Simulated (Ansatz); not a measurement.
# InAs (F-43m) in Ansatz: atomic charges with LDA

Aim: the atomic charges of InAs with LDA.

Program: Ansatz 0.2.0. These are calculated values, not measurements. Logs are shortened: lines on timing, memory, paths and dates and some standing lists are left out, and cuts for length are marked.

**Experimental background.**

A printed reference work, data compilation reports, for a bulk crystal of InAs at 4.2 K: band gap 0.418 eV (direct).

The results are compared with them further down.

## (1) The crystal as given

Symmetry: F-43m, No. 216, cubic system. Conventional cell: a = 6.036 Å, b = 6.036 Å, c = 6.036 Å, α = 90.00°, β = 90.00°, γ = 90.00°. In (site symmetry -43m) is surrounded by 4 As at 2.61 Å. Around As (site symmetry -43m) lie 4 In at 2.61 Å.

## (2) Atomic charges, LDA, spin-orbit coupling, no magnetisation

Contents of input.yaml:

```yaml
crystal:
  lattice: { a: 6.036, b: 6.036, c: 6.036, alpha: 90.0, beta: 90.0, gamma: 90.0 }
  space_group: 216
  reduce_to_primitive: true
  atoms:
    - { symbol: In, wyckoff: "4a", position: [0.0, 0.0, 0.0] }
    - { symbol: As, wyckoff: "4c", position: [0.25, 0.25, 0.25] }
hamiltonian:
  xc: lda
  pseudopotentials: { kind: paw_fr }
magnetization:
  noncollinear: true
  spin_orbit: true
kpoints:
  mp_grid: { grid: [8, 8, 8] }
scf:
  occupations: { method: methfessel_paxton, width: 0.1 }
output:
  forces: true
  stress: true
  eigenvalues: true
  bader: true
  populations: true
```

Potentials or basis: Ansatz PAW.

Run with:

```bash
$ ansatz run input.yaml --threads 1 --pin off --max-ram 2560MiB --backend cpu --events-out ev --progress --plain --runs-dir out
```

The log of the run:

```text
Warning: RAYON_NUM_THREADS=1 ignored (pool sized by the plan → 1); use --threads N
crystal.space_group: 216 is read as F-43m: the typed cell holds In4As4 (In 4a, As 4c). Least distances (Å): In–In 4.268, In–As 2.614, As–As 4.268
crystal.space_group generates its sites in this order, which a site index counts, at these fractional coordinates of the primitive cell where crystal.reduce_to_primitive is true, and else of the cell that is read (crystal.supercell repeats the list replica by replica, and crystal.defects acts on that): 0: In [0.000000, 0.000000, 0.000000]; 1: As [0.250000, 0.250000, 0.250000];
Engine: ansatz 0.2.0, aarch64-unknown-linux-gnu
Pseudopotentials: kind: paw_fr
Pseudopotential: In, paw_fr, valence charge 13, recommended cutoff 420 eV (normal), In.paw.azcp#standard-fr
Pseudopotential: As, paw_fr, valence charge 15, recommended cutoff 420 eV (normal), As.paw.azcp#standard-fr
Functional definition: SPW92
  exchange = slater_x
  correlation = pw_c
non-collinear run that drives no moment, with spin-orbit: no starting moment large enough to seed its density (crystal.atoms[].spin), no starting occupations that ask for one, no magnetisation constraint and no magnetic field, so the semilocal B_xc is pinned to zero
Crystal: 2 atoms, lattice volume = 54.978 Å³
Basis set: ecut = 420 eV, 1067 PW (Γ)
Bands: 36, of which v1, the nominal top of the filled ones, is band 28 counted from 1 (27 counted from 0)
Symmetry: 24 space group operations + 24 with time reversal
Magnetic group: BNS 216.75 (UNI 1577), of the structure as read, at distance tolerance 3.8e-5 Å
k-points: 29 of 512 (time reversal used)
Projection manifold: j_resolved (fully-relativistic pseudo-atomic orbitals)
Non-local potential: In, projectors of the file, l = 0: 2, l = 1: 4, l = 2: 4, l = 3: 4
Non-local potential: As, projectors of the file, l = 0: 2, l = 1: 4, l = 2: 6, l = 3: 2
PAW form: soft (Blöchl's): semilocal exchange-correlation on the pseudo side does not see the compensation charge
PAW frozen core: In, regenerated for the run's functional, and the local potential with it (the file was generated under x = pbe(κ = 0.804, μ = 0.2195149727645171), c = pbe(β = 0.06672455060314922))
PAW frozen core: As, regenerated for the run's functional, and the local potential with it (the file was generated under x = pbe(κ = 0.804, μ = 0.2195149727645171), c = pbe(β = 0.06672455060314922))
PAW one-centre angular grid: In, 590 points (default); XC on 64 Gauss nodes
PAW one-centre angular grid: As, 590 points (default); XC on 64 Gauss nodes
Initial density: superposition of atomic densities (chi_scale 0.1, normalization cell, long waves kept (reshape's long-wave potential 0.00 eV rms))
Initial wavefunctions: pseudopotential atomic-orbital guess
Functional: x = slater, c = lda
SCF iter   1: F=—  HF=-10233.323172 eV  |F-HF|=—  |Δ(HF+E_count)|=         —  Δρ=2.74e-2  dr2=3.64e-1  dr2_m=0.00e0 (ungated)  ethr=3.10e-3  |M|=0.00e0 ∫|m|=0.00e0 μB  |m|>n=0.0e0 m-floor=0.0e0 τ_xc=0.0e0  β_m=0.30  ⟨swp⟩=8.6  Hψ=5463  notcnv=0  defer=6
preconditioner: auto → none  [insulator: Δε(μ)=0.181 eV  Ē_g=14.696 eV  σ=0.100 eV  W_gap=0.58  n_scr=14 (ndim 8)  ℏωp=21.2 eV  f_vac=0.006  D(μ)=0.05/eV (n_scr^D=0)  ε∞_Penn≈3.1]
SCF iter   2: F=—  HF=-10233.249276 eV  |F-HF|=—  |Δ(HF+E_count)|=   7.39e-2  S|Δr|=    0.00e0  Δρ=1.81e-2  dr2=1.46e-1  dr2_m=0.00e0 (ungated)  ethr=1.30e-3  |M|=0.00e0 ∫|m|=0.00e0 μB  |m|>n=0.0e0 m-floor=0.0e0 τ_xc=0.0e0  β_m=0.56  ⟨swp⟩=1.5  Hψ=1309  notcnv=0  defer=66
[... 14 lines left out ...]
Harris-Foulkes:  -10233.205864 eV  (|F-HF|=1.68e-8)
Internal energy: -10233.205830 eV  (E = F + TS)
E sigma→0 (E₀):  -10233.205856 eV
Entropy (-TS):   -0.000035 eV (-0.017 meV/atom)
Fermi energy:    7.719786 eV
Step filling:    the computed levels leave a gap of 0.0000 eV = 0.0 smearing widths at the electron count; against every level under it full and every level over it empty, smearing changes F+E_penalty+E_count by -0.101 meV and its σ→0 estimate by -0.093 meV
--- Per-component energies (eV) ---
  E_band       = -320.347205
  E_kinetic    = 348.452224
  E_local      = -3278.044386  (includes V_loc(G=0)·N_el)
  E_nonlocal   = -294.649868
  E_hartree    = 1581.283801
  E_xc         = -292.610757
  E_vxc        = -180.797942  (∫ρ·V_xc dr)
  E_paw        = -5772.210273  (= ΣΔE_a)
  E_vpaw       = -77.868939  (= ΣTr[D̂ρ^β])
  E_aug_tail   = 0.000036  (compensation charges beyond the density's cutoff)
  E_ewald      = -2527.799418
  E_core_change = 2.372813  (= ΣΔE_core)
  E_smearing   = -0.000035  (= −TS)
  E_closure    = -0.000000  (closes the sum)
  Σ components = -10233.205864   (vs F -10233.205864, Δ=0.00e0)
--- Forces (eV/Å), atoms counted from 1 ---
  atom   1  In     0.00000000    -0.00000000    -0.00000000
  atom   2  As     0.00000000     0.00000000     0.00000000
  max |Σ_I F_I| component: 5.82e-17 eV/Å
--- Stress (GPa, compression-positive) ---
       -0.340189      -0.000000      -0.000000
        0.000000      -0.340189       0.000000
       -0.000000       0.000000      -0.340189
  P = ⅓ Tr σ = -0.3402 GPa (-3.402 kbar)
--- Band table (eV; the first three rows and the last of 29) ---
  k-point 0: bands = ["-27.9798", "-27.9798", "-27.9798", "-27.9798", "-27.2533", "-27.2533", "-27.2481", "-27.2481", "-27.2481", "-27.2481", "-7.1949", "-7.1949", "-7.1949", "-7.1949", "-6.3984", "-6.3984", "-6.3083", "-6.3083", "-6.3083", "-6.3083", "-4.3643", "-4.3643", "7.1975", "7.1975", "7.3606", "7.3606", "7.7250", "7.7250", "7.7250", "7.7250", "11.1107", "11.1107", "11.5965", "11.5965", "11.5965", "11.5965"]
  k-point 1: bands = ["-27.9798", "-27.9798", "-27.9798", "-27.9798", "-27.2533", "-27.2533", "-27.2481", "-27.2481", "-27.2481", "-27.2480", "-7.1993", "-7.1993", "-7.1972", "-7.1900", "-6.4031", "-6.4031", "-6.3167", "-6.3167", "-6.3079", "-6.2991", "-4.1988", "-4.1988", "5.6158", "5.6158", "7.2784", "7.2784", "7.5248", "7.5348", "8.5833", "8.5833", "11.4156", "11.4156", "11.7218", "11.7218", "11.8776", "11.8782"]
  k-point 2: bands = ["-27.9798", "-27.9797", "-27.9797", "-27.9797", "-27.2532", "-27.2532", "-27.2482", "-27.2482", "-27.2481", "-27.2479", "-7.2109", "-7.2109", "-7.1956", "-7.1855", "-6.4131", "-6.4131", "-6.3325", "-6.3325", "-6.2977", "-6.2853", "-3.7476", "-3.7476", "3.8130", "3.8130", "6.8897", "6.8897", "7.1407", "7.1530", "8.6983", "8.6983", "12.0116", "12.0116", "12.2980", "12.3013", "12.6650", "12.6650"]
  k-point 28: bands = ["-27.9798", "-27.9797", "-27.9797", "-27.9795", "-27.2530", "-27.2530", "-27.2481", "-27.2479", "-27.2479", "-27.2479", "-7.2944", "-7.2207", "-7.1617", "-7.1495", "-6.5261", "-6.3646", "-6.3286", "-6.3107", "-6.2839", "-6.2781", "-2.2689", "-2.2625", "1.7734", "1.8316", "4.5477", "4.6053", "4.6507", "4.7419", "11.6348", "11.8209", "11.8253", "11.8535", "12.3372", "12.6090", "13.5759", "13.6083"]
--- Löwdin populations: 2 sites ---
  site symbol       q [e]
     0     In     12.7422
     1     As     15.2216
  spilling = 0.001293 (of n_electrons = 28.000000)
--- Bader charges: 2 sites ---
  site symbol  charge [e]  shift [e]  m_x [muB]  m_y [muB]  m_z [muB]
     0     In      0.6533     0.0020     0.0000     0.0000     0.0000
     1     As     -0.6533     0.0020     0.0000     0.0000     0.0000
  estimated error of the sums over rays = 2.7e-4 e
```

bader_charges.tsv:

```text
# site	symbol	x_ang	y_ang	z_ang	partial_charge_e	electrons	volume_ang3	relative_density_drop	shared_charge_e	partial_wave_shift_e	spin_moment_x_mub	spin_moment_y_mub	spin_moment_z_mub
# quadrature_error_electrons = 2.7e-4
0	In	0.0000	0.0000	0.0000	0.65333	48.34667	24.24	-	0.65333	0.00200	0.00000	0.00000	0.00000
1	As	1.5090	1.5090	1.5090	-0.65333	33.65333	30.74	-	-0.65333	0.00200	0.00000	0.00000	0.00000
```

Run time: 34 s. Hardware: 1 thread of Arm Neoverse V1, shared host; peak memory 0.48 GiB.

What came out:

- Free energy: -10233.2059 eV
- Pressure: -0.3 GPa
- Band gap on the k mesh: none (metal or under the smearing width)
- Bader charges: In +0.65; As -0.65 e

Levels at points of the mesh, in eV from the Fermi level:
```tsv
k point	band 25	band 26	band 27	band 28	band 29	band 30	band 31	band 32
(0.00, 0.00, 0.00)	-0.36	-0.36	0.01	0.01	0.01	0.01	3.39	3.39
(0.00, 0.00, -0.50)	-1.26	-1.26	-0.99	-0.99	0.68	0.68	4.41	4.41
(0.00, -0.50, -0.50)	-2.48	-2.48	-2.48	-2.48	1.30	1.30	1.84	1.84
```

Caveat: the PAW data sets come from PBE, with cores solved anew for the run's functional, which leaves a small shift of forces and pressure; this crystal is a semiconductor, whose small gap the functional closes, so the metal is an error of the method.

## (3) Comparison with measurements

Step 2. Measured gap of InAs: 0.418 eV (direct; 4.2 K; a printed reference work, data compilation). This calculation gives 0.00 eV (-0.42 eV). The value is that of LDA on a finite k mesh, which can miss the band edges, without temperature or zero-point motion. Semilocal functionals fall short of measured gaps as a rule.
